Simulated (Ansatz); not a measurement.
These are results of Ansatz 0.2.0, DFT PBE, scalar-relativistic, plane waves, PAW, not measurements. All cells share a 420 eV cutoff and Γ-centred k meshes spaced at most about 0.3 Å⁻¹ (about 0.25 or finer for metals, 2π included). Spin is collinear in cells that carry moments; the others ran without spin or lost their moments.

Each guess is relaxed in cell and atoms at zero pressure, on a coarse mesh first where it starts far from rest and then on a converged one. The steps can't lower the symmetry of the start, but it can rise. Energies are static (0 K, no zero-point motion).

Two unrelaxed guesses for CoSn:

A. (collinear spin from parallel moments)

```yaml
crystal:
  lattice:
    - [3.88349, 0.00000, 0.00000]
    - [-1.94175, 3.36320, 0.00000]
    - [0.00000, 0.00000, 6.33790]
  atoms:
    - { symbol: Co, position: [0.66667, 0.33333, 0.00000] }
    - { symbol: Co, position: [0.33333, 0.66667, 0.50000] }
    - { symbol: Sn, position: [0.66667, 0.33333, 0.37500] }
    - { symbol: Sn, position: [0.33333, 0.66667, 0.87500] }
```

B. (collinear spin from parallel moments)

```yaml
crystal:
  lattice:
    - [3.62552, 0.00000, 0.00000]
    - [0.00000, 3.62552, 0.00000]
    - [0.00000, 0.00000, 3.62552]
  atoms:
    - { symbol: Co, position: [0.00000, 0.00000, 0.00000] }
    - { symbol: Sn, position: [0.50000, 0.50000, 0.50000] }
```

Question: Do they relax into the same structure? If not, which is lower?

Answer: No. B ends lower, by 295 meV/atom. A: P6_3mc at 20.7 Å³/atom → P6_3/mmc at 21.0 Å³/atom; B: Pm-3m at 23.8 Å³/atom → Pm-3m (caesium chloride type) at 15.8 Å³/atom. Counting all near atoms (those within 1.25 times the shortest distance at each site; a plus sign parts nearer from farther groups), the end of A has Co 5, Sn 5 and the end of B has Co 8+6, Sn 8+6. End of A. Conventional cell: a = 4.398 Å, c = 5.025 Å. Around Co lie 5 Sn at 2.51–2.54 Å; Sn is surrounded by 5 Co at 2.51–2.54 Å. End of B. Conventional cell: a = 3.160 Å. Sn is surrounded by 8 Co at 2.74 Å and 6 Sn at 3.16 Å; around Co lie 8 Sn at 2.74 Å and 6 Co at 3.16 Å.

Ends held by symmetry can be saddle points. Neither end is the lowest form computed: that has the CoSn type, space group P6/mmm (No. 191), is reached from a Materials Project cell and lies 261 meV/atom below the better end. Even the lowest of the cells shown lies +0.17 eV/atom against the elements. The magnetic state reached may not be the lowest. Some candidate types were left out of the draw beforehand, so a known form may be missing.
